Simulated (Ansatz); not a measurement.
A 4-atom cell of Si (P6_3/mmc) from a materials database (r2SCAN geometry), in Ansatz:

Space group P6_3/mmc (No. 194). a = 3.832 Å, b = 3.832 Å, c = 6.341 Å, α = 90.00°, β = 90.00°, γ = 120.00°
```json
{"atom": "Si", "site": "4f", "symmetry": "3m.", "x": "0.3333", "y": "0.6667", "z": "0.0631"}
```

G0W0@r2SCAN with 303 empty bands, a screening cutoff of 140 eV and a 6×6×2 mesh (PAW, contour deformation) gives 1.013 eV over the mesh points, from an r2SCAN gap of 0.607 eV; it sums over 311 bands with 313 plane waves in the screening and a wave cutoff of 500 eV. The G0W0 figures hold for the stated bands, cutoff and mesh and aren't extrapolated. Calculated for a static, non-magnetic cell.

(1) Another run gave a Kohn-Sham gap of 0.607 eV and a G0W0 gap of 1.007 eV, summing over 311 bands with 313 plane waves in the screening and a wave cutoff of 490 eV. What was changed?

(2) Estimate the gap with starting point HSE06.

(3) Estimate the gap with mesh 6×6×4, empty bands 131, screening cutoff 80 eV.

(4) Another run gave a Kohn-Sham gap of 0.607 eV and a G0W0 gap of 0.904 eV, summing over 139 bands with 135 plane waves in the screening and a wave cutoff of 500 eV. What was changed?

Answers

(1) Potentials of the kind norm-conserving. The wave cutoff gives it away.

(2) 1.137 eV (+0.124 eV), from a Kohn-Sham gap of 0.973 eV.

(3) 0.895 eV (-0.118 eV), from a Kohn-Sham gap of 0.607 eV.

(4) Empty bands 131, screening cutoff 80 eV. The counts of bands and plane waves show it.
